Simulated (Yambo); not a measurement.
# BN (P6_3/mmc) in Yambo: further runs, part 2 of 2

Yambo 5.3.0. The steps go on from the part before.

**3. Optical spectrum by the Bethe-Salpeter equation, PBEsol**

File bse5.in:

```
optics
bse
bss
rim_cut
em1s
RandQpts= 1000000
RandGvec= 50 RL
Chimod= "HARTREE"
% BndsRnXs
 1 | 33 |
%
NGsBlkXs= 3 Ry
% LongDrXs
 1 | 0 | 0 |
%
BSKmod= "SEX"
BSEmod= "retarded"
BSSmod= "h"
% BSEQptR
 1 | 1 |
%
% BSEBands
 6 | 11 |
%
BSENGexx= 20 Ry
BSENGBlk= 3 Ry
% BEnRange
 0 | 20 | eV
%
% BDmRange
 0.1 | 0.1 | eV
%
BEnSteps= 200
% BLongDir
 1 | 0 | 0 |
%
BSEprop= "abs"
BSHayTrs= -0.02
```

File scf.in:

```
&CONTROL
  calculation = 'scf'
  prefix = 'pwscf'
  outdir = './tmp'
  pseudo_dir = './pseudo'
/
&SYSTEM
  ibrav = 0
  nat = 4
  ntyp = 2
  ecutwfc = 84
  nbnd = 14
  occupations = 'smearing'
  smearing = 'fd'
  degauss = 0.00367493
  force_symmorphic = .true.
/
&ELECTRONS
  conv_thr = 8d-10
  electron_maxstep = 120
  mixing_beta = 0.5
/
ATOMIC_SPECIES
N     14.0070 N.upf
B     10.8100 B.upf
CELL_PARAMETERS angstrom
   2.4982400000    0.0000000000    0.0000000000
  -1.2491200000    2.1635393048    0.0000000000
   0.0000000000    0.0000000000    6.6357000000
ATOMIC_POSITIONS crystal
N      0.6666666667    0.3333333333    0.2500000000
N      0.3333333333    0.6666666667    0.7500000000
B      0.6666666667    0.3333333333    0.7500000000
B      0.3333333333    0.6666666667    0.2500000000
K_POINTS automatic
12 12 4 0 0 0
```

File nscf.in:

```
&CONTROL
  calculation = 'nscf'
  prefix = 'pwscf'
  outdir = './tmp'
  pseudo_dir = './pseudo'
/
&SYSTEM
  ibrav = 0
  nat = 4
  ntyp = 2
  ecutwfc = 84
  nbnd = 38
  occupations = 'fixed'
  force_symmorphic = .true.
/
&ELECTRONS
  conv_thr = 1d-08
  diago_full_acc = .true.
  diago_thr_init = 1d-06
/
ATOMIC_SPECIES
N     14.0070 N.upf
B     10.8100 B.upf
CELL_PARAMETERS angstrom
   2.4982400000    0.0000000000    0.0000000000
  -1.2491200000    2.1635393048    0.0000000000
   0.0000000000    0.0000000000    6.6357000000
ATOMIC_POSITIONS crystal
N      0.6666666667    0.3333333333    0.2500000000
N      0.3333333333    0.6666666667    0.7500000000
B      0.6666666667    0.3333333333    0.7500000000
B      0.3333333333    0.6666666667    0.2500000000
K_POINTS automatic
12 12 4 0 0 0
```

Potentials or basis: PseudoDojo 0.4.1 SR PBEsol standard.

On the command line:

```bash
$ OMP_NUM_THREADS=1 pw.x -in scf.in > scf.out
$ OMP_NUM_THREADS=1 pw.x -in nscf.in > nscf.out
$ cd tmp/pwscf.save; p2y; mv SAVE ../..; cd ../..
$ OMP_NUM_THREADS=1 yambo
$ mkdir -p bse5; ln -s $PWD/bse4/ndb.RIM bse5/
$ OMP_NUM_THREADS=1 yambo -F bse5.in -J bse5 -C bse5_out
```

Yambo's report:

```text
[... sections 02.01 to 02.04 as in the set-up run ...]

[... 5 lines left out ...]
  [X] Bosonic    Temperature                        :  0.000000  0.000000 [eV K]
  [X] Finite Temperature mode                       : no
  [X] El. density                                   :  0.44610E+24 [cm-3]
  [X] Fermi Level                                   :  4.698877 [eV]

  [X] === Gaps and Widths ===
  [X] Conduction Band Min                           :  4.208087 [eV]
  [X] Valence Band Max                              :  0.000000 [eV]
  [X] Filled Bands                                  :   8
  [X] Empty Bands                                   :    9   38
  [X] Direct Gap                                    :  4.617267 [eV]
  [X] Direct Gap localized at k                     :   57
  [X] Indirect Gap                                  :  4.208087 [eV]
  [X] Indirect Gap between kpts                     :   57   19
  [X] Last valence band width                       :  3.257199 [eV]
  [X] 1st conduction band width                     :  4.030265 [eV]

 [03] Transferred momenta grid and indexing
 ==========================================

 [BZ sampling] Q-grid is User defined and/or read from the database

 IBZ Q-points                                      :   69
 BZ  Q-points                                      :   576

 K/Q-points units:
 rlu = crystal or reduced units; cc = cartesian coordinates; iku = interal k-units

 Q [ 1]         [rlu]:  0.000000  0.000000  0.000000
 Q [ 2]         [rlu]:  0.000000  0.000000  0.250000
 Q [ 3]         [rlu]:  0.000000  0.000000 -0.500000
 Q [ 4]         [rlu]:  0.26404E-17  0.83333E-01   0.0000
 Q [ 5]         [rlu]:  0.26404E-17  0.83333E-01  0.25000
 Q [ 6]         [rlu]:  0.26404E-17  0.83333E-01 -0.50000
 Q [ 7]         [rlu]:  0.52808E-17  0.16667       0.0000
 Q [ 8]         [rlu]:  0.52808E-17  0.16667      0.25000
 Q [ 9]         [rlu]:  0.52808E-17  0.16667     -0.50000
 Q [10]         [rlu]:  0.79212E-17  0.25000       0.0000
 Q [11]         [rlu]:  0.79212E-17  0.25000      0.25000
 Q [12]         [rlu]:  0.79212E-17  0.25000     -0.50000
 Q [13]         [rlu]:  0.10562E-16  0.33333       0.0000
 Q [14]         [rlu]:  0.10562E-16  0.33333      0.25000
 Q [15]         [rlu]:  0.10562E-16  0.33333     -0.50000
[... 33 lines left out ...]
 Q [49]         [rlu]:  0.250000  0.250000  0.000000
 Q [50]         [rlu]:  0.250000  0.250000  0.250000

 Remaining 19 points informations can be written running with -fatlog

  [03.01] X + BSE indexes
  =======================

   [03.01.01] Sigma indexes
   ========================

[... 202 lines left out ...]
   [BSK] Transition groups (total):   69
   [BSK] Size (resonant):   5184
   [BSK]         (total):   5184
   [BSK] N. of matrices :  1

   [07.01.03] Loading Dipoles @q1
   ==============================

   [07.01.04] Independent Particles properties @q1
   ===============================================

   [07.01.05] BSE Kernel @q1 (Resonant CORRRELATION EXCHANGE)
   ==========================================================

   [BSE] Exchange components :   373
   [BSE] Correlation components :    37   359

    [07.01.05.01] Screened interaction header I/O
    =============================================

    [07.01.05.02] Main kernel loop
    ==============================

    [WR./bse5//ndb.BS_Q1_CPU_0]-----------------------------------------------------
     Brillouin Zone Q/K grids (IBZ/BZ)                :    69   576    69   576
     RL vectors                                       :   4151 [WF]
     Coulomb cutoff potential                         : none
     Parallel CPUs
     Parallel Roles
     Fragmentation                                    : no
     BS kernel          wavefunctions                 : Perdew, Burke & Ernzerhof SOL(X)+Perdew, Burke & Ernzerhof SOL(C)
     Static diel. fun.  energies                      : Perdew, Burke & Ernzerhof SOL(X)+Perdew, Burke & Ernzerhof SOL(C)
     wavefunctions                                    : Perdew, Burke & Ernzerhof SOL(X)+Perdew, Burke & Ernzerhof SOL(C)
     [K] Identifier                                   :  1424
     [K] Dimension                                    :   5184
     [K] Bands                                        :   6  11
     [K] Exchange                                     : yes [res]
     [K] Correlation                                  : yes [res]
     [K] Kernel`s coupling                            : no
     [K] Exchange                                     : no [cpl]
     [K] Correlation                                  : no [cpl]
     [K] W interaction is bare                        : no
     [K] ALDA kernel in R-space                       : no
     [K] RL vectors                                   :   373 [exchange]
     [K] RL vectors                                   :   37 [correlation]
     [K] E/h energy range                             : -1.000000 -1.000000 [eV]
     [K] Coupling range                               :  100.0000  100.0000 [o/o]
     [W] Interaction is diagonal                      : no
     [W] Matrix size                                  :   37
     [W] Bands                                        :    1   33
     [W] e/h energy range                             : -1.000000 -1.000000 [eV]
     [W] Poles                                        :  100.0000 [o/o]
     [W] RL vectors in the sum                        :   4151
     [W] [r,Vnl] included                             : yes
     [W] Field direction                              :  0.100000E-4   0.00000      0.00000
     [W] Coulomb Cutoff                               : none
     [W] Hxc Kernel                                   : HARTREE
     [RIM] RL components                              :   51 [col]
     [RIM] Random points                              :  1000000 [col]
     [SOC] Perturbative SOC                           : no
     [K] Kernel long-range exchange                   : BAR

    [07.01.05.03] Wave-Function Phases
    ==================================

    [BSE] WF phases found       :  88.84863 [o/o]

   [07.01.06] BSE solver(s) @q1
   ============================

   [07.01.07] Haydock Solver in the optics basis @q1 using the hermitian scheme
   ============================================================================

   Accuracy (requested)      : -0.020000 [o/o]
   Accuracy (reached)        :  0.018063 [o/o]
   Iterations                :  139
```

It took 25 min on 1 thread of Intel Xeon Platinum 8259CL at 2.50GHz (Skylake/Cascade Lake), shared host; peak memory 0.58 GiB.

Results:

```
Band gap on the k mesh, mean-field level : 4.21 eV, indirect (least direct gap 4.62 eV)
```

Dielectric function (along the field direction of the input):
| energy (eV) | real part | imaginary part |
| --- | --- | --- |
| 0.30 | 4.71 | 0.01 |
| 1.31 | 5.07 | 0.07 |
| 2.31 | 6.29 | 0.21 |
| 3.32 | 11.86 | 1.55 |
| 4.42 | -0.96 | 9.76 |
| 5.43 | -2.94 | 2.31 |
| 6.43 | -0.70 | 1.17 |
| 7.54 | -0.01 | 0.93 |
| 8.54 | 0.28 | 0.37 |
| 9.55 | 0.60 | 0.52 |
| 10.65 | 1.03 | 0.79 |
| 11.66 | 1.18 | 0.44 |
| 12.66 | -0.47 | 4.34 |
| 13.77 | -0.24 | 0.55 |
| 14.77 | -0.10 | 0.24 |
| 15.78 | 0.27 | 0.17 |
| 16.88 | 0.31 | 0.08 |
| 17.89 | 0.50 | 0.01 |
| 18.89 | 0.59 | 0.01 |
| 20.00 | 0.65 | 0.01 |

Caveat: the transitions start from uncorrected Kohn-Sham levels, so peaks lie too low; exciton energies and binding change strongly with the k mesh and aren't converged on this one; spectra need much finer meshes, so this one isn't converged.
